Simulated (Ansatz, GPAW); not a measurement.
**TePb: programs and potentials compared**

```xyz
2
Lattice="0.0000 3.2310 3.2310 3.2310 0.0000 3.2310 3.2310 3.2310 0.0000" Properties=species:S:1:pos:R:3 pbc="T T T"
Pb    0.0000    0.0000    0.0000
Te    3.2310    3.2310    3.2310
```

Alike in all runs: task single point; functional PBE; k mesh 7 × 7 × 7; occupations gaussian, width 0.025 eV; no spin polarisation; no spin-orbit coupling. Pressure is positive in compression and, in plane waves, holds the error of the finite cutoff, which Ansatz's Pulay term estimates and takes out.

```tsv
program and potentials	plane-wave cutoff (eV)	notes	pressure (GPa)
Ansatz, Ansatz PAW	420	15 valence electrons an atom on average; Pulay term of +0.02 GPa included	2.11
GPAW, GPAW PAW data sets (gpaw-data 1.2.1)	600	10 valence electrons an atom on average	1.83
Ansatz, all-electron LAPW, scalar-relativistic	-	-	?
```

Q: Estimate from the other rows what the run with Ansatz, all-electron LAPW, scalar-relativistic gave.

A: Pressure 2.12 GPa. The other rows, which needn't bracket it: pressure 1.83 to 2.11.
